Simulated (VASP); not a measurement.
# Br (Cmce) in VASP: reference runs

Reference runs on Br: the cell as given and a disturbed copy.

Program: VASP 6.6.1. These are calculated values, not measurements. Logs are shortened: lines on timing, memory, paths and dates and some standing lists are left out, and cuts for length are marked.

## Step 1: The crystal as given

The structure is orthorhombic, space group Cmce (No. 64). Conventional cell: a = 6.726 Å, b = 4.645 Å, c = 8.702 Å, α = 90.00°, β = 90.00°, γ = 90.00°. Br (site symmetry m) is surrounded by 1 Br at 2.29 Å.

## Step 2: Single point, PBEsol

INCAR reads:

```
PREC = Accurate
ENCUT = 520
EDIFF = 1E-7
ISMEAR = -1
SIGMA = 0.05
LREAL = False
LASPH = True
NELM = 80
ALGO = Normal
ISIF = 2
LWAVE = False
LCHARG = False
GGA = PS
NBANDS = 22
```

KPOINTS reads:

```
Automatic mesh
0
Gamma
  7 7 3
```

POSCAR reads:

```
Br
1.0
    3.3632500000     -2.3225500000      0.0000000000
    3.3632500000      2.3225500000      0.0000000000
    0.0000000000      0.0000000000      8.7023000000
Br
4
Direct
    0.3651000000      0.6349000000      0.3901000000
    0.1349000000      0.8651000000      0.8901000000
    0.6349000000      0.3651000000      0.6099000000
    0.8651000000      0.1349000000      0.1099000000
```

Potentials or basis: VASP PAW PBE potentials, release 64 (Br).

Run with:

```
$ cat potpaw_PBE.64/Br/POTCAR > POTCAR
$ mpirun -np 1 vasp_std > vasp.out
```

OUTCAR:

```text
PREC = Accurate
   ENCUT = 520
   EDIFF = 1E-7
   ISMEAR = -1
   LREAL = False
   LASPH = True
   NELM = 80
   ISIF = 2
   GGA = PS

 ion  position               nearest neighbor table
   1  0.365  0.635  0.390-   3 2.29
   2  0.135  0.865  0.890-   4 2.29
   3  0.635  0.365  0.610-   1 2.29
   4  0.865  0.135  0.110-   2 2.29

  LATTYP: Found a base centered orthorhombic cell.
 ALAT       =     4.6451000000
 B/A-ratio  =     1.4480850789
 C/A-ratio  =     1.8734365245

  Lattice vectors:

 A1 = (  -3.3632500000,  -2.3225500000,   0.0000000000)
 A2 = (   3.3632500000,  -2.3225500000,   0.0000000000)
 A3 = (   0.0000000000,   0.0000000000,   8.7023000000)

Analysis of symmetry for initial positions (statically):
=====================================================================
 Subroutine PRICEL returns:
 Original cell was already a primitive cell.

 Routine SETGRP: Setting up the symmetry group for a
 base centered orthorhombic supercell.

 Subroutine GETGRP returns: Found  8 space group operations
 (whereof  4 operations were pure point group operations)
 out of a pool of  8 trial point group operations.

The static configuration has the point symmetry C_2h.
 The point group associated with its full space group is D_2h.

Analysis of symmetry for dynamics (positions and initial velocities):
=====================================================================
 Subroutine PRICEL returns:
 Original cell was already a primitive cell.

 Routine SETGRP: Setting up the symmetry group for a
 base centered orthorhombic supercell.

 Subroutine GETGRP returns: Found  8 space group operations
 (whereof  4 operations were pure point group operations)
 out of a pool of  8 trial point group operations.

The dynamic configuration has the point symmetry C_2h.
 The point group associated with its full space group is D_2h.

 Subroutine INISYM returns: Found  8 space group operations
 (whereof  4 operations are pure point group operations),
 and found     1 'primitive' translations

----------------------------------------------------------------------------------------

                                     Primitive cell

  volume of cell :     135.9528

  direct lattice vectors                    reciprocal lattice vectors
     3.363250000 -2.322550000  0.000000000     0.148665725 -0.215280618  0.000000000
[... 82 lines left out ...]
   ISTART =      0    job   : 0-new  1-cont  2-samecut
   ICHARG =      2    charge: 1-file 2-atom 10-const
   ISPIN  =      1    spin polarized calculation?
   LNONCOLLINEAR =      F non collinear calculations
   LSORBIT =      F    spin-orbit coupling
   LASPH  =      T    aspherical Exc in radial PAW
   ENCUT  =  520.0 eV  38.22 Ry    6.18 a.u.   7.60  7.60 16.18*2*pi/ulx,y,z
   NELM   =     80;   NELMIN=  2; NELMDL= -5     # of ELM steps
   EDIFF  = 0.1E-06   stopping-criterion for ELM
   LREAL  =      F    real-space projection
   EDIFFG = 0.1E-05   stopping-criterion for IOM
   NSW    =      0    number of steps for IOM
   IBRION =     -1    ionic relax: 0-MD 1-quasi-New 2-CG
   NFREE  =      0    steps in history (QN), initial steepest desc. (CG)
   ISIF   =      2    stress and relaxation
   ISYM   =      2    0-nonsym 1-usesym 2-fastsym
   POTIM  = 0.5000    time-step for ionic-motion
   TEBEG  =    0.0;   TEEND  =   0.0 temperature during run
   PSTRESS=    0.0 pullay stress
   NELECT =      28.0000    total number of electrons
   NUPDOWN=      -1.0000    fix difference up-down
   EMIN   =  10.00;   EMAX   =-10.00  energy-range for DOS
   EFERMI =   0.00;   METHOD = LEGACY
   ISMEAR =    -1;   SIGMA  =   0.05  broadening in eV -4-tet -1-fermi 0-gaus
   EFERMI_NEDOS =   21; number of points for ismear=-14 and -15
   IALGO  =     38    algorithm
   IMIX   =      4    mixing-type and parameters
     AMIX     =   0.40;   BMIX     =  1.00
     AMIX_MAG =   1.60;   BMIX_MAG =  1.00
  volume/ion in A,a.u.               =      33.99       229.36
  Fermi-wavevector in a.u.,A,eV,Ry     =   0.966788  1.826965 12.717090  0.934680
  Thomas-Fermi vector in A             =   2.096619
   LORBIT       =      0    0 simple, 1 ext, 2 COOP (PROOUT), +10 PAW based schemes
   GGA     = PS    functional components
   LHFCALC =     F    Hartree Fock is set to
   AEXX    =    0.0000 exact exchange contribution
   IVDW    =     0    specifies the selected vdW correction
   LEPSILON=     F    determine dielectric tensor
   LRPA    =     F    only Hartree local field effects (RPA)
 non-spin polarized calculation
  energy-cutoff  :      520.00
  volume of cell :      135.95
 maximum number of plane-waves:      3697
   NGX = 15   NGY = 15   NGZ = 33

 number of electron      27.9999999 magnetization

 Free energy of the ion-electron system (eV)
  ---------------------------------------------------
  ext. energy  EPLUGINS =         0.00000000
  ---------------------------------------------------
  free energy    TOTEN  =        -7.15407576 eV

  energy without entropy =       -7.15407576  energy(sigma->0) =       -7.15407576

 E-fermi :   0.5183     XC(G=0):  -8.0554

 val. band max:       -0.4317118617   @ k =  -0.4286   0.4286   0.0000
 cond. band min:       1.4100003303   @ k =   0.0000   0.0000   0.0000
 fundamental gap:      1.8417121919
 Fermi energy:         0.5183119248

 k-point     1 :       0.0000    0.0000    0.0000
  band No.  band energies     occupation
      1     -16.3720      2.00000
      2     -16.0558      2.00000
      3     -13.5354      2.00000
      4     -12.8613      2.00000
      5      -5.3789      2.00000
      6      -4.3687      2.00000
[... 589 lines left out ...]
     21       9.0923      0.00000
     22       9.2757      0.00000

 [... further k-points ...]
[... 5 lines left out ...]
  --------------------------------------------------------------------------------------
  -------------------------------------------------------------------------------------
  Total        0.0337702     -0.3991575      0.7551900      0.0000000      0.0000000      0.0000000
  in kB        0.3979748     -4.7039927      8.8997655      0.0000000      0.0000000      0.0000000
  external PRESSURE =       1.5312492 kB  Pullay stress =       0.0000000 kB

 VOLUME and BASIS-vectors are now :
 -----------------------------------------------------------------------------
  energy-cutoff  :      520.00
  volume of cell :      135.95
      direct lattice vectors                 reciprocal lattice vectors
     3.363250000 -2.322550000  0.000000000     0.148665725 -0.215280618  0.000000000
     3.363250000  2.322550000  0.000000000     0.148665725  0.215280618  0.000000000
     0.000000000  0.000000000  8.702300000     0.000000000  0.000000000  0.114912150

 POSITION                                       TOTAL-FORCE (eV/Angst)
 -----------------------------------------------------------------------------------
      3.36325      0.62662      3.39477         0.000000      0.330215     -0.672306
      3.36325      1.69593      7.74592         0.000000     -0.330215     -0.672306
      3.36325     -0.62662      5.30753         0.000000     -0.330215      0.672306
      3.36325     -1.69593      0.95638         0.000000      0.330215      0.672306
 -----------------------------------------------------------------------------------
    total drift:                               -0.000000      0.000000      0.000000

  FREE ENERGIE OF THE ION-ELECTRON SYSTEM (eV)
  ---------------------------------------------------
  free  energy   TOTEN  =        -7.1540757646 eV

  energy  without entropy=       -7.1540757586  energy(sigma->0) =       -7.15407576
```

OSZICAR:

```text
N       E                     dE             d eps       ncg     rms          rms(c)
DAV:   1     0.172131086860E+03    0.17213E+03   -0.11210E+04  1408   0.105E+03
DAV:   2     0.606335828603E+01   -0.16607E+03   -0.16108E+03  1980   0.180E+02
DAV:   3    -0.745480059240E+01   -0.13518E+02   -0.13467E+02  1780   0.593E+01
DAV:   4    -0.759291255864E+01   -0.13811E+00   -0.13803E+00  1736   0.715E+00
DAV:   5    -0.759412669258E+01   -0.12141E-02   -0.12140E-02  1762   0.668E-01    0.115E+01
DAV:   6    -0.727370235672E+01    0.32042E+00   -0.21586E-01  1690   0.240E+00    0.754E+00
DAV:   7    -0.716418893482E+01    0.10951E+00   -0.49296E-01  1630   0.357E+00    0.638E-01
DAV:   8    -0.715395978559E+01    0.10229E-01   -0.58059E-02  1528   0.126E+00    0.307E-01
DAV:   9    -0.715400476666E+01   -0.44981E-04   -0.11506E-03  1744   0.201E-01    0.832E-02
DAV:  10    -0.715407433515E+01   -0.69568E-04   -0.10562E-04  1762   0.609E-02    0.554E-02
DAV:  11    -0.715407467011E+01   -0.33496E-06   -0.23218E-05  1720   0.261E-02    0.701E-03
DAV:  12    -0.715407514886E+01   -0.47875E-06   -0.27703E-06  1690   0.905E-03    0.550E-03
DAV:  13    -0.715407566793E+01   -0.51907E-06   -0.10828E-06  1698   0.583E-03    0.293E-03
DAV:  14    -0.715407576463E+01   -0.96699E-07   -0.16642E-07  1302   0.230E-03
   1 F= -.71540758E+01 E0= -.71540758E+01  d E =-.607467E-08
```

Wall time 66 s (1 thread of Intel Xeon 6975P-C (Granite Rapids), shared host); peak memory 0.26 GiB.

Results:

```yaml
Free_energy: -7.1541 eV
Pressure: 0.2 GPa
Largest_force: 0.749 eV/Å
Band_gap_on_the_k_mesh: 1.84 eV, indirect (least direct gap 1.86 eV)
```

Forces on the atoms (eV/Å):
```
Br   0.000  0.330 -0.672
Br   0.000 -0.330 -0.672
Br   0.000 -0.330  0.672
Br   0.000  0.330  0.672
```

Stress tensor (GPa, compression positive):
```
 0.04  0.00  0.00
 0.00 -0.47  0.00
 0.00  0.00  0.89
```

Levels at points of the mesh, in eV from the valence-band top:
```csv
k point,band 11,band 12,band 13,band 14,band 15,band 16,band 17,band 18
"(0.00, 0.00, 0.00)",-0.94,-0.35,-0.06,-0.02,1.84,2.61,5.79,6.51
```

Caveat: the PAW data sets were made with another functional, which shifts forces and pressure a little; an odd mesh through Γ misses points on the zone boundary, where band edges often lie.

## Step 3: Single point, PBEsol (atoms moved at random, drawn with an rms of 0.05 Å)

INCAR is that of step 2.

KPOINTS is that of step 2.

POSCAR reads:

```
Br
1.0
    3.3632500000     -2.3225500000      0.0000000000
    3.3632500000      2.3225500000      0.0000000000
    0.0000000000      0.0000000000      8.7023000000
Br
4
Direct
    0.3621020000      0.6445660000      0.3855480000
    0.1382910000      0.8654850000      0.8867080000
    0.6266160000      0.3541320000      0.6135070000
    0.8622700000      0.1297720000      0.1018520000
```

Potentials or basis: VASP PAW PBE potentials, release 64 (Br).

Run with:

```
$ cat potpaw_PBE.64/Br/POTCAR > POTCAR
$ mpirun -np 1 vasp_std > vasp.out
```

OUTCAR:

```text
PREC = Accurate
   ENCUT = 520
   EDIFF = 1E-7
   ISMEAR = -1
   LREAL = False
   LASPH = True
   NELM = 80
   ISIF = 2
   GGA = PS

 ion  position               nearest neighbor table
   1  0.362  0.645  0.386-   3 2.37
   2  0.138  0.865  0.887-   4 2.25
   3  0.627  0.354  0.614-   1 2.37
   4  0.862  0.130  0.102-   2 2.25

  LATTYP: Found a base centered orthorhombic cell.
 ALAT       =     4.6451000000
 B/A-ratio  =     1.4480850789
 C/A-ratio  =     1.8734365245

  Lattice vectors:

 A1 = (  -3.3632500000,  -2.3225500000,   0.0000000000)
 A2 = (   3.3632500000,  -2.3225500000,   0.0000000000)
 A3 = (   0.0000000000,   0.0000000000,   8.7023000000)

Analysis of symmetry for initial positions (statically):
=====================================================================
 Subroutine PRICEL returns:
 Original cell was already a primitive cell.

 Routine SETGRP: Setting up the symmetry group for a
 base centered orthorhombic supercell.

 Subroutine GETGRP returns: Found  1 space group operations
 (whereof  1 operations were pure point group operations)
 out of a pool of  8 trial point group operations.

The static configuration has the point symmetry C_1 .

Analysis of symmetry for dynamics (positions and initial velocities):
=====================================================================
 Subroutine PRICEL returns:
 Original cell was already a primitive cell.

 Routine SETGRP: Setting up the symmetry group for a
 base centered orthorhombic supercell.

 Subroutine GETGRP returns: Found  1 space group operations
 (whereof  1 operations were pure point group operations)
 out of a pool of  8 trial point group operations.

The dynamic configuration has the point symmetry C_1 .
[... 110 lines left out ...]
   ISYM   =      2    0-nonsym 1-usesym 2-fastsym
   POTIM  = 0.5000    time-step for ionic-motion
   TEBEG  =    0.0;   TEEND  =   0.0 temperature during run
   PSTRESS=    0.0 pullay stress
   NELECT =      28.0000    total number of electrons
   NUPDOWN=      -1.0000    fix difference up-down
   EMIN   =  10.00;   EMAX   =-10.00  energy-range for DOS
   EFERMI =   0.00;   METHOD = LEGACY
   ISMEAR =    -1;   SIGMA  =   0.05  broadening in eV -4-tet -1-fermi 0-gaus
   EFERMI_NEDOS =   21; number of points for ismear=-14 and -15
   IALGO  =     38    algorithm
   IMIX   =      4    mixing-type and parameters
     AMIX     =   0.40;   BMIX     =  1.00
     AMIX_MAG =   1.60;   BMIX_MAG =  1.00
  volume/ion in A,a.u.               =      33.99       229.36
  Fermi-wavevector in a.u.,A,eV,Ry     =   0.966788  1.826965 12.717090  0.934680
  Thomas-Fermi vector in A             =   2.096619
   LORBIT       =      0    0 simple, 1 ext, 2 COOP (PROOUT), +10 PAW based schemes
   GGA     = PS    functional components
   LHFCALC =     F    Hartree Fock is set to
   AEXX    =    0.0000 exact exchange contribution
   IVDW    =     0    specifies the selected vdW correction
   LEPSILON=     F    determine dielectric tensor
   LRPA    =     F    only Hartree local field effects (RPA)
 non-spin polarized calculation
  energy-cutoff  :      520.00
  volume of cell :      135.95
 maximum number of plane-waves:      3697
   NGX = 15   NGY = 15   NGZ = 33

 number of electron      27.9999998 magnetization

 Free energy of the ion-electron system (eV)
  ---------------------------------------------------
  ext. energy  EPLUGINS =         0.00000000
  ---------------------------------------------------
  free energy    TOTEN  =        -7.13509696 eV

  energy without entropy =       -7.13509692  energy(sigma->0) =       -7.13509694

 E-fermi :   0.4054     XC(G=0):  -8.0649

 val. band max:       -0.4317868615   @ k =   0.0000   0.4286  -0.3333
 cond. band min:       1.2214481989   @ k =   0.4286   0.4286   0.3333
 fundamental gap:      1.6532350605
 Fermi energy:         0.4054272480

 k-point     1 :       0.0000    0.0000    0.0000
  band No.  band energies     occupation
      1     -16.5113      2.00000
      2     -15.7499      2.00000
      3     -13.5850      2.00000
      4     -12.8997      2.00000
      5      -5.3605      2.00000
      6      -4.2871      2.00000
[... 589 lines left out ...]
     21       9.3216      0.00000
     22       9.9222      0.00000

 [... further k-points ...]
[... 5 lines left out ...]
  --------------------------------------------------------------------------------------
  -------------------------------------------------------------------------------------
  Total        0.0508491     -0.7833771     -0.0804054     -0.0428114      1.6482560      0.0014596
  in kB        0.5992460     -9.2319448     -0.9475622     -0.5045235     19.4243721      0.0172005
  external PRESSURE =      -3.1934203 kB  Pullay stress =       0.0000000 kB

 VOLUME and BASIS-vectors are now :
 -----------------------------------------------------------------------------
  energy-cutoff  :      520.00
  volume of cell :      135.95
      direct lattice vectors                 reciprocal lattice vectors
     3.363250000 -2.322550000  0.000000000     0.148665725 -0.215280618  0.000000000
     3.363250000  2.322550000  0.000000000     0.148665725  0.215280618  0.000000000
     0.000000000  0.000000000  8.702300000     0.000000000  0.000000000  0.114912150

 POSITION                                       TOTAL-FORCE (eV/Angst)
 -----------------------------------------------------------------------------------
      3.38568      0.65604      3.35515        -0.059934     -0.156129      0.119254
      3.37595      1.68894      7.71640        -0.024111     -0.592142     -1.118132
      3.29850     -0.63286      5.33892         0.069104      0.163148     -0.145628
      3.33649     -1.70126      0.88635         0.014941      0.585123      1.144506
 -----------------------------------------------------------------------------------
    total drift:                                0.000279     -0.000053      0.000037

  FREE ENERGIE OF THE ION-ELECTRON SYSTEM (eV)
  ---------------------------------------------------
  free  energy   TOTEN  =        -7.1350969618 eV

  energy  without entropy=       -7.1350969245  energy(sigma->0) =       -7.13509694
```

stdout:

```text
POSCAR found type information on POSCAR Br
 POSCAR found :  1 types and       4 ions
 scaLAPACK will be used
 -----------------------------------------------------------------------------
|                                                                             |
|                                                                             |
|     You enforced a specific xc type in the INCAR file but a different       |
|     I HOPE YOU KNOW WHAT YOU ARE DOING!                                     |
|                                                                             |
 -----------------------------------------------------------------------------

 LDA part: xc-table for (Slater+PW92), standard interpolation
 POSCAR, INCAR and KPOINTS ok, starting setup
 FFT: planning ... GRIDC
 FFT: planning ... GRID_SOFT
 FFT: planning ... GRID
 WAVECAR not read
 entering main loop
```

Run time: 2.2 min. Hardware: 1 thread of Intel Xeon 6975P-C (Granite Rapids), shared host; peak memory 0.33 GiB.

Results:

| Property | Result |
| --- | --- |
| Free energy | -7.1351 eV |
| Pressure | -0.3 GPa |
| Largest force | 1.285 eV/Å |
| Band gap on the k mesh | 1.65 eV, indirect (least direct gap 1.71 eV) |

Forces in eV/Å, atoms in the order of the input:
```
Br  -0.060 -0.156  0.119
Br  -0.024 -0.592 -1.118
Br   0.069  0.163 -0.146
Br   0.015  0.585  1.145
```

Stress tensor (GPa, compression positive):
```
 0.06 -0.05  0.00
-0.05 -0.92  1.94
 0.00  1.94 -0.09
```

Caveat: the PAW data sets were made with another functional, which shifts forces and pressure a little; an odd mesh through Γ misses points on the zone boundary, where band edges often lie.
